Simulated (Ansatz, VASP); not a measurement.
MnS (Rambergite): VASP beside Ansatz

```
Mn S
1.0
     3.38132    0.00000    0.00000
    -1.69066    2.92831    0.00000
     0.00000    0.00000    6.01444
Mn S
2 2
Cartesian
  0.0000 1.9522 0.0755
  1.6907 0.9761 3.0827
  0.0000 1.9522 2.2400
  1.6907 0.9761 5.2473
```

Alike in both runs: functional PBE; k mesh 12 × 12 × 6; occupations gaussian, width 0.05 eV; no spin polarisation.

Ansatz relaxed the structure, and its values are those at the end. VASP's run is a single point on that final structure, the one shown.

|  | VASP | Ansatz |
| --- | --- | --- |
| version | VASP 6.6.1 | Ansatz 0.2.0 |
| potentials or method | VASP PAW PBE potentials, release 64 (Mn_pv, S) | scalar-relativistic, plane waves, PAW |
| plane-wave cutoff (eV) | 520 | 420 |
| valence electrons in the cell | 38 | 42 |

```tsv
	VASP	Ansatz	Ansatz less VASP
gap on the k mesh at the Fermi level (eV)	none	none	-
pressure (GPa)	5.6	5.5	-0.15
```

A gap of «none» marks a metal or a gap that the smearing closes. The functional is the same, so the differences come from potentials, cutoffs and numerics. The two sets of potentials don't hold the same shells in valence.

Caveats: the run has no spin polarisation, though such a crystal can be magnetic; semilocal functionals often make such compounds metallic where correlation or magnetic order opens a gap, which also shifts bond lengths. Spin polarisation is off, so any magnetic state and its effect on volume and gap are missing.
